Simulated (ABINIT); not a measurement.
Crystal: SnO2.

```
Sn O
1.0
    -2.00007    2.00007    5.12368
     2.00007   -2.00007    5.12368
     2.00007    2.00007   -5.12368
Sn O
2 4
Direct
  0.00000 0.00000 0.00000
  0.75000 0.25000 0.50000
  0.54652 0.04652 0.50000
  0.20348 0.20348 0.00000
  0.95348 0.45348 0.50000
  0.79652 0.79652 0.00000
```

Measurements of this composition are mostly on another form, of space group No. 136.

```yaml
Program: ABINIT 10.8.3 (patched build)
Task: relaxation of cell and atoms
Functional: LDA
Potentials_or_basis: JTH PAW LDA v2.0
Cutoff: 626 eV
k_mesh: 5 × 5 × 5
Occupations: fermi-dirac, width 0.05 eV
Spin: no spin polarisation
```

At the start: pressure -4.5 GPa; volume 13.66 Å³/atom.

**Question.** How do energy, volume and symmetry change on relaxing?

**Answer.** Over 10 steps the energy falls by 4.9 meV/atom and the volume is 13.34 Å³/atom (-2.4 %); space group I4_1/amd (No. 141, to 0.05 Å).

The path:
```tsv
step	energy change (eV)	largest force (eV/Å)	pressure (GPa)	volume (Å³)
1	0.0000	0.2105	-4.46	81.98
2	-0.0240	0.0855	-1.97	80.87
3	-0.0294	0.0085	0.03	80.02
4	-0.0295	0.0010	-0.01	80.03
5	-0.0296	0.0149	-0.01	80.02
6	-0.0296	0.0151	0.01	80.01
7	-0.0296	0.0119	0.05	80.00
8	-0.0296	0.0062	0.05	80.01
9	-0.0296	0.0010	0.02	80.04
10	-0.0297	0.0001	0.00	80.05
```

Final structure:
```cif
data_structure
_symmetry_space_group_name_H-M 'P 1'
_symmetry_Int_Tables_number 1
_cell_length_a 5.8111
_cell_length_b 5.8111
_cell_length_c 5.8111
_cell_angle_alpha 140.098
_cell_angle_beta 140.098
_cell_angle_gamma 57.705
_cell_volume 80.05
loop_
_atom_site_label
_atom_site_type_symbol
_atom_site_fract_x
_atom_site_fract_y
_atom_site_fract_z
_atom_site_occupancy
Sn1 Sn 0.00000 0.00000 0.00000 1
Sn2 Sn 0.75000 0.25000 0.50000 1
O1 O 0.54711 0.04711 0.50000 1
O2 O 0.20289 0.20289 0.00000 1
O3 O 0.95289 0.45289 0.50000 1
O4 O 0.79711 0.79711 0.00000 1
```

Caveat: the k mesh is coarse (spacing up to 0.44 Å⁻¹), so the values aren't converged; the atomic spheres overlap.
